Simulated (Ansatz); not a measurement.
**Relaxing Te$_{2}$Mo**

All numbers below come from Ansatz, DFT PBE, scalar-relativistic, plane waves, PAW. (420 eV cutoff, 12×12×2 k-mesh, Gaussian smearing of 0.02 eV, no spin polarisation)

What was changed: biaxial strain in the a-b plane, c and atoms relaxed: -4.0 %.

Command:

```bash
ansatz run input.yaml --threads 1 --pin off --max-ram 2560MiB --backend cpu --events-out ev --progress --plain --runs-dir out
```

Input:

```yaml
crystal:
  lattice:
    - [3.4143968021, 0.0, 0.0]
    - [-1.707198401, 2.9569543692, 0.0]
    - [0.0, 0.0, 15.6995685014]
  atoms:
    - { symbol: Te, position: [0.3333333333, 0.6666666667, 0.6319537881] }
    - { symbol: Te, position: [0.6666666667, 0.3333333333, 0.1319537881] }
    - { symbol: Te, position: [0.6666666667, 0.3333333333, 0.3680462119] }
    - { symbol: Te, position: [0.3333333333, 0.6666666667, 0.8680462119] }
    - { symbol: Mo, position: [0.3333333333, 0.6666666667, 0.25] }
    - { symbol: Mo, position: [0.6666666667, 0.3333333333, 0.75] }
basis:
  ecutwfc: 420
kpoints:
  mp_grid: { grid: [12, 12, 2] }
hamiltonian:
  xc: pbe
scf:
  occupations: { method: gaussian, width: 0.02 }
output:
  forces: true
  stress: true
  eigenvalues: true
relax:
  adjacent_minimum: "off"
  f_tol: 0.008
  max_steps: 40
  cell: { stress_tol: 0.015, fix: [a, b, gamma] }
```

F is the free energy. Steps run on the plane waves of an earlier cell, but the last one, and at times one on the way, on a freshly chosen basis, so a repeated geometry can differ a little in energy. The held parts of the cell keep their stress, so P needn't end at zero.

At step 2 the energy rises: a step can overshoot before the optimiser corrects it.

Steps:

| step | F − F(1) (eV) | largest force component (eV/Å) | V (Å³/atom) | P (GPa) |
| --- | --- | --- | --- | --- |
| 1 | 0.0000 | 0.144 | 26.418 | 4.71 |
| 2 | 0.0165 | 0.351 | 26.453 | 2.52 |
| 3 | -0.0030 | 0.005 | 26.429 | 4.05 |
| 4 | -0.0030 | 0.000 | 26.441 | 4.07 |
| 5 | -0.0030 | 0.003 | 26.466 | 4.08 |
| 6 | -0.0030 | 0.003 | 26.503 | 4.07 |
| 7 | -0.0030 | 0.001 | 26.520 | 4.06 |
| 8 | -0.0031 | 0.001 | 26.520 | 4.06 |

Relaxed structure:

```cif
data_structure
_symmetry_space_group_name_H-M 'P 1'
_symmetry_Int_Tables_number 1
_cell_length_a 3.4144
_cell_length_b 3.4144
_cell_length_c 15.7606
_cell_angle_alpha 90.000
_cell_angle_beta 90.000
_cell_angle_gamma 120.000
_cell_volume 159.12
loop_
_atom_site_label
_atom_site_type_symbol
_atom_site_fract_x
_atom_site_fract_y
_atom_site_fract_z
_atom_site_occupancy
Te1 Te 0.33333 0.66667 0.63174 1
Te2 Te 0.66667 0.33333 0.13174 1
Te3 Te 0.66667 0.33333 0.36826 1
Te4 Te 0.33333 0.66667 0.86826 1
Mo1 Mo 0.33333 0.66667 0.25000 1
Mo2 Mo 0.66667 0.33333 0.75000 1
```

The structure is hexagonal, space group P6_3/mmc (No. 194). Conventional cell: a = 3.414 Å, b = 3.414 Å, c = 15.761 Å, α = 90.00°, β = 90.00°, γ = 120.00°. Around Te (site symmetry 3m) lie 3 Mo at 2.71 Å. Around Mo (site symmetry -6m2) lie 6 Te at 2.71 Å.

The run converged. Time: 120 s on 1 thread of Arm Neoverse V2, on a shared host, peak memory 0.56 GiB.